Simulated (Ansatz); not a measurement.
An input for Ansatz 0.2.0 (As (puckered monolayer)):

```yaml
crystal:
  lattice:
    - [4.5882672083, 0.0, 0.0]
    - [0.0, 3.7340351249, 0.0]
    - [0.0, 0.0, 28.0]
  atoms:
    - { symbol: As, position: [0.0657086916, 0.0, 0.5429450605] }
    - { symbol: As, position: [0.4342913084, 0.5, 0.5429450605] }
    - { symbol: As, position: [0.5657086916, 0.5, 0.4570549395] }
    - { symbol: As, position: [0.9342913084, 0.0, 0.4570549395] }
  periodic: [true, true, false]
kpoints:
  mp_grid: { grid: [4, 4, 1] }
hamiltonian:
  xc: pbe
  pseudopotentials: { kind: paw, azcp: { folder: soft_1 } }
scf:
  occupations: { method: fixed }
gw:
  n_empty_bands: 508
  ecut_chi: 60.0
  qp_bands: [v2, c2]
  qp_kpoints: band_edges
  screening: { model: contour_deformation }
```

```sh
ansatz run input.yaml --threads 8 --pin off --max-ram 17510MiB --backend cpu --events-out ev --progress --plain --runs-dir out
```

**Question.** Estimate wall time and host memory on 8 threads of AMD EPYC 7B13 (Zen 3), shared host.

It took 88 s; on shared hardware allow 44 s to 2.9 min. Peak host memory was 6.4 GiB. The sizes that set the cost: 9375 plane waves a state, 9 irreducible k points, 538 bands summed, 515 plane waves in the screening and 7 SCF cycles.

The screening grows as filled bands × empty bands × pairs of k points, times the square of the screening basis for the matrix.

[Paths, hosts, dates, memory and timing lines, banners, echoed tables and standing remarks are left out of the program output.]

[Logs are printed without paths, hosts, clocks, repeated set-up lines and the standing remarks that a program may print on its own settings, such as how far it seeks lower states.]

[Runs of the session that timed out or met a known fault of the program may be left out.]

[Cells called generated may have been cut or substituted from an entry of the Crystallography Open Database or the Materials Project.]

[Hosts, paths, dates, database ids (printed as entryN), source tags and the programs' standing remarks are cut or masked in the printed files.]
